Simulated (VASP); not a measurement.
# Li2O (Fm-3m) in VASP: further runs, part 2 of 2

VASP 6.6.1.

## (3) Single point, r2SCAN (cell and atoms relaxed tightly for response)

POSCAR

```
Li2O
1.0
    0.0000000000      2.2863730496      2.2863730496
    2.2863730496      0.0000000000      2.2863730496
    2.2863730496      2.2863730496      0.0000000000
Li O
2 1
Direct
    0.2500000000      0.2500000000      0.2500000000
    0.7500000000      0.7500000000      0.7500000000
    0.0000000000      0.0000000000      0.0000000000
```

INCAR.step1

```
SYSTEM = Li2O
PREC = Accurate
ENCUT = 520
ISMEAR = 0
SIGMA = 0.01
LREAL = .FALSE.
LASPH = .TRUE.
NELM = 100
NBANDS = 13
GGA = PE
ALGO = Normal
EDIFF = 1E-4
LWAVE = .TRUE.
LCHARG = .FALSE.
```

INCAR.step2

```
SYSTEM = Li2O
PREC = Accurate
ENCUT = 520
EDIFF = 1E-6
ISMEAR = 0
SIGMA = 0.01
LREAL = .FALSE.
LASPH = .TRUE.
NELM = 100
ALGO = Normal
ISIF = 2
LWAVE = .FALSE.
LCHARG = .FALSE.
METAGGA = R2SCAN
LMIXTAU = .TRUE.
NBANDS = 13
ISTART = 1
```

KPOINTS

```
regular mesh
0
G
  8 8 8
  0 0 0
```

Potentials or basis: VASP PAW PBE potentials, release 64 (Li_sv, O).

Run with:

```
cat potpaw_PBE.64/Li_sv/POTCAR potpaw_PBE.64/O/POTCAR > POTCAR
cp INCAR.step1 INCAR
mpirun -np 1 vasp_std > vasp.out
cp INCAR.step2 INCAR
mpirun -np 1 vasp_std > vasp.out
```

OUTCAR:

```text
SYSTEM = Li2O
   PREC = Accurate
   ENCUT = 520
   EDIFF = 1E-6
   ISMEAR = 0
   LREAL = .FALSE.
   LASPH = .TRUE.
   NELM = 100
   ISIF = 2
   METAGGA = R2SCAN
   ISTART = 1

 ion  position               nearest neighbor table
   1  0.250  0.250  0.250-   3 1.98   3 1.98   3 1.98   3 1.98   2 2.29   2 2.29   2 2.29   2 2.29
                             2 2.29   2 2.29
   2  0.750  0.750  0.750-   3 1.98   3 1.98   3 1.98   3 1.98   1 2.29   1 2.29   1 2.29   1 2.29
                             1 2.29   1 2.29
   3  0.000  0.000  0.000-   2 1.98   2 1.98   2 1.98   1 1.98   2 1.98   1 1.98   1 1.98   1 1.98

  LATTYP: Found a face centered cubic cell.
 ALAT       =     4.5727460992

  Lattice vectors:

 A1 = (   0.0000000000,   2.2863730496,   2.2863730496)
 A2 = (   2.2863730496,   0.0000000000,   2.2863730496)
 A3 = (   2.2863730496,   2.2863730496,   0.0000000000)

Analysis of symmetry for initial positions (statically):
=====================================================================
 Subroutine PRICEL returns:
 Original cell was already a primitive cell.

 Routine SETGRP: Setting up the symmetry group for a
 face centered cubic supercell.

 Subroutine GETGRP returns: Found 48 space group operations
 (whereof 48 operations were pure point group operations)
 out of a pool of 48 trial point group operations.

The static configuration has the point symmetry O_h .

Analysis of symmetry for dynamics (positions and initial velocities):
=====================================================================
 Subroutine PRICEL returns:
 Original cell was already a primitive cell.

 Routine SETGRP: Setting up the symmetry group for a
 face centered cubic supercell.

 Subroutine GETGRP returns: Found 48 space group operations
 (whereof 48 operations were pure point group operations)
 out of a pool of 48 trial point group operations.

The dynamic configuration has the point symmetry O_h .

 Subroutine INISYM returns: Found 48 space group operations
 (whereof 48 operations are pure point group operations),
 and found     1 'primitive' translations

[... 122 lines left out ...]
   LHFCALC =     F    Hartree Fock is set to
   AEXX    =    0.0000 exact exchange contribution
   IVDW    =     0    specifies the selected vdW correction
   LEPSILON=     F    determine dielectric tensor
   LRPA    =     F    only Hartree local field effects (RPA)
 non-spin polarized calculation
 Gauss-broadening in eV      SIGMA  =   0.01
  energy-cutoff  :      520.00
  volume of cell :       23.90
 maximum number of plane-waves:       660
   NGX = 13   NGY = 13   NGZ = 13

 number of electron      11.9999988 magnetization

 Free energy of the ion-electron system (eV)
  ---------------------------------------------------
  ext. energy  EPLUGINS =         0.00000000
  ---------------------------------------------------
  free energy    TOTEN  =       -16.82934363 eV

  energy without entropy =      -16.82934363  energy(sigma->0) =      -16.82934363

 E-fermi :   1.1854     XC(G=0): -10.4133

 val. band max:        1.1035400351   @ k =   0.0000   0.0000   0.0000
 cond. band min:       6.8288709167   @ k =   0.5000   0.5000   0.0000
 fundamental gap:      5.7253308816
 Fermi energy:         1.1853906515

 k-point     1 :       0.0000    0.0000    0.0000
  band No.  band energies     occupation
      1     -43.1550      2.00000
      2     -42.8034      2.00000
      3     -15.3155      2.00000
      4       1.1035      2.00000
      5       1.1035      2.00000
      6       1.1035      2.00000
      7       7.4516      0.00000
      8      14.3911      0.00000
      9      14.3911      0.00000
     10      14.3915      0.00000
     11      21.6435      0.00000
     12      21.6435      0.00000
     13      21.6439      0.00000
[... 354 lines left out ...]
  band No.  band energies     occupation
      1     -42.9616      2.00000
      2     -42.9608      2.00000
      3     -15.0878      2.00000
      4      -1.3757      2.00000
      5       0.0892      2.00000
      6       0.2753      2.00000
      7       9.9608      0.00000
      8      12.6729      0.00000
      9      15.5153      0.00000
     10      15.9847      0.00000
     11      20.4196      0.00000
     12      20.7954      0.00000
     13      26.1370      0.00000

 [... further k-points ...]
[... 5 lines left out ...]
  --------------------------------------------------------------------------------------
  -------------------------------------------------------------------------------------
  Total        0.0333375      0.0333375      0.0333375      0.0000000      0.0000000     -0.0000000
  in kB        2.2344621      2.2344621      2.2344621      0.0000000      0.0000000     -0.0000000
  external PRESSURE =       2.2344621 kB  Pullay stress =       0.0000000 kB

 VOLUME and BASIS-vectors are now :
 -----------------------------------------------------------------------------
  energy-cutoff  :      520.00
  volume of cell :       23.90
      direct lattice vectors                 reciprocal lattice vectors
     0.000000000  2.286373050  2.286373050    -0.218686972  0.218686972  0.218686972
     2.286373050  0.000000000  2.286373050     0.218686972 -0.218686972  0.218686972
     2.286373050  2.286373050  0.000000000     0.218686972  0.218686972 -0.218686972

 POSITION                                       TOTAL-FORCE (eV/Angst)
 -----------------------------------------------------------------------------------
      1.14319      1.14319      1.14319        -0.000000      0.000000     -0.000000
      3.42956      3.42956      3.42956        -0.000000     -0.000000      0.000000
      0.00000      0.00000      0.00000         0.000000      0.000000      0.000000
 -----------------------------------------------------------------------------------
    total drift:                               -0.000000      0.000000      0.000000

  FREE ENERGIE OF THE ION-ELECTRON SYSTEM (eV)
  ---------------------------------------------------
  free  energy   TOTEN  =       -16.8293436329 eV

  energy  without entropy=      -16.8293436329  energy(sigma->0) =      -16.82934363
```

OSZICAR.step1:

```text
N       E                     dE             d eps       ncg     rms          rms(c)
DAV:   1     0.442953902810E+02    0.44295E+02   -0.56363E+03   754   0.979E+02
DAV:   2    -0.105546597971E+02   -0.54850E+02   -0.52572E+02   920   0.221E+02
DAV:   3    -0.160443478358E+02   -0.54897E+01   -0.54325E+01  1350   0.507E+01
DAV:   4    -0.161217262045E+02   -0.77378E-01   -0.77366E-01   891   0.720E+00
DAV:   5    -0.161222553714E+02   -0.52917E-03   -0.52916E-03  1083   0.477E-01    0.751E+00
DAV:   6    -0.143663384836E+02    0.17559E+01   -0.82616E+00   794   0.153E+01    0.278E+00
DAV:   7    -0.143384970792E+02    0.27841E-01   -0.17475E-01   942   0.290E+00    0.150E+00
DAV:   8    -0.143392305463E+02   -0.73347E-03   -0.64788E-02   917   0.245E+00    0.435E-01
DAV:   9    -0.143372674912E+02    0.19631E-02   -0.60044E-03   937   0.618E-01    0.129E-01
DAV:  10    -0.143376317712E+02   -0.36428E-03   -0.81344E-04   884   0.211E-01    0.477E-02
DAV:  11    -0.143376146277E+02    0.17143E-04   -0.34884E-05   607   0.633E-02
   1 F= -.14337615E+02 E0= -.14337615E+02  d E =-.661534E-20
```

Wall time 12 s (1 thread of Intel Xeon 6975P-C (Granite Rapids), shared host); peak memory 0.14 GiB.

What came out:

```yaml
Free_energy: -16.8293 eV
Band_gap_on_the_k_mesh: 5.73 eV, indirect (least direct gap 6.35 eV)
```

Levels at points of the mesh, in eV from the valence-band top:
```csv
k point,band 3,band 4,band 5,band 6,band 7,band 8,band 9,band 10
"(0.00, 0.00, 0.00)",-16.42,0.00,0.00,0.00,6.35,13.29,13.29,13.29
"(0.50, 0.00, 0.00)",-16.22,-2.79,-0.46,-0.46,10.29,11.19,13.23,13.23
"(0.50, 0.50, 0.00)",-16.18,-1.58,-1.43,-1.43,5.73,15.05,15.05,16.47
```

Caveat: the cutoff is under 1.25 times the usual one of these potentials, so pressure, stress and relaxed cells hold a basis-set (Pulay) error; the PAW data sets were made with another functional, which shifts forces and pressure a little. A k mesh can miss the band edges.
